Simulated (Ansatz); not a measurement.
Input, command and steps of an Ansatz relaxation.

```yaml
crystal:
  lattice:
    - [5.106044314, 0.0, 1.70771e-05]
    - [0.0, 3.143176581, 0.0]
    - [-0.0036707455, 0.0, 5.4419558821]
  atoms:
    - { symbol: Al, position: [0.0005828856, 0.5, 0.6672982355] }
    - { symbol: Ga, position: [0.4991712867, 0.5, 0.335060699] }
    - { symbol: Ga, position: [0.4992511921, 0.0, 0.8314570702] }
    - { symbol: Ga, position: [0.9998609978, 0.0, 0.166191385] }
    - { symbol: "N", position: [0.1194130437, 0.5, 0.3406010341] }
    - { symbol: "N", position: [0.117331043, 0.0, 0.8259310374] }
    - { symbol: "N", position: [0.6202395493, 0.0, 0.1661937142] }
    - { symbol: "N", position: [0.6317500118, 0.5, 0.6672678245] }
basis:
  ecutwfc: 500
kpoints:
  mp_grid: { grid: [6, 8, 4] }
hamiltonian:
  xc: r2scan
scf:
  occupations: { method: gaussian, width: 0.02 }
output:
  forces: true
  stress: true
  eigenvalues: true
relax:
  adjacent_minimum: "off"
  f_tol: 0.008
  max_steps: 50
  cell: { stress_tol: 0.08, p_target: 2.0 }
```

```bash
ansatz run input.yaml --threads 2 --pin off --max-ram 5120MiB --backend cpu --events-out ev --progress --plain --runs-dir out
```

All numbers below come from DFT r2SCAN, scalar-relativistic, plane waves, PAW in Ansatz 0.2.0.

Of 4 frames 3 are shown, positions in Å and forces in eV/Å; the SCF threshold varies from step to step. Steps run on the plane waves of an earlier cell, with a Pulay correction in the pressure. The basis is chosen afresh for the last frame, the zero of the energies, and at times for earlier ones too; energy and pressure step there, also at an unchanged geometry. The relaxation lowers the enthalpy F + PV at the target pressure, so the free energy itself can rise.

```xyz
8
Lattice="5.1060 0.0000 0.0000 0.0000 3.1432 0.0000 -0.0037 0.0000 5.4420" Properties=species:S:1:pos:R:3:forces:R:3 pbc="T T T" step=1 free_energy_over_end_meV_per_atom=1.94 pressure_GPa=4.02
Al    0.0005    1.5716    3.6314    0.0044    0.0000    0.0056
Ga    2.5476    1.5716    1.8234   -0.0072    0.0000    0.0054
Ga    2.5461    0.0000    4.5248   -0.0134    0.0000   -0.0061
Ga    5.1047    0.0000    0.9044    0.0052    0.0000   -0.0074
N     0.6085    1.5716    1.8535   -0.0012    0.0000    0.0013
N     0.5961    0.0000    4.4947   -0.0011    0.0000    0.0003
N     3.1664    0.0000    0.9044    0.0019    0.0000   -0.0026
N     3.2233    1.5716    3.6313    0.0111    0.0000    0.0033
8
Lattice="5.1159 0.0000 0.0000 0.0000 3.1491 0.0000 -0.0037 0.0000 5.4522" Properties=species:S:1:pos:R:3:forces:R:3 pbc="T T T" step=2 free_energy_over_end_meV_per_atom=0.64 pressure_GPa=2.79
Al    0.0008    1.5746    3.6383    0.0002    0.0000    0.0031
Ga    2.5524    1.5746    1.8271   -0.0030    0.0000    0.0001
Ga    2.5510    0.0000    4.5330   -0.0068    0.0000   -0.0005
Ga    5.1145    0.0000    0.9061    0.0036    0.0000   -0.0036
N     0.6095    1.5746    1.8573    0.0027    0.0000   -0.0057
N     0.5971    0.0000    4.5029    0.0057    0.0000    0.0062
N     3.1723    0.0000    0.9061    0.0018    0.0000   -0.0008
N     3.2302    1.5746    3.6382   -0.0044    0.0000    0.0013
8
Lattice="5.1219 0.0000 0.0000 0.0000 3.1532 0.0000 -0.0037 0.0000 5.4591" Properties=species:S:1:pos:R:3:forces:R:3 pbc="T T T" step=4 free_energy_over_end_meV_per_atom=0.00 pressure_GPa=2.01
Al    0.0006    1.5766    3.6429   -0.0002    0.0000    0.0008
Ga    2.5554    1.5766    1.8293    0.0000    0.0000    0.0008
Ga    2.5537    0.0000    4.5389   -0.0007    0.0000   -0.0010
Ga    5.1207    0.0000    0.9072    0.0000    0.0000   -0.0009
N     0.6103    1.5766    1.8595    0.0004    0.0000   -0.0030
N     0.5978    0.0000    4.5087    0.0019    0.0000    0.0031
N     3.1762    0.0000    0.9072   -0.0001    0.0000    0.0004
N     3.2336    1.5766    3.6429   -0.0014    0.0000   -0.0002
```

It took 44 s on 2 threads of Intel(R) Xeon(R) 6975P-C (Granite Rapids), with other jobs on the host, peak memory 0.68 GiB.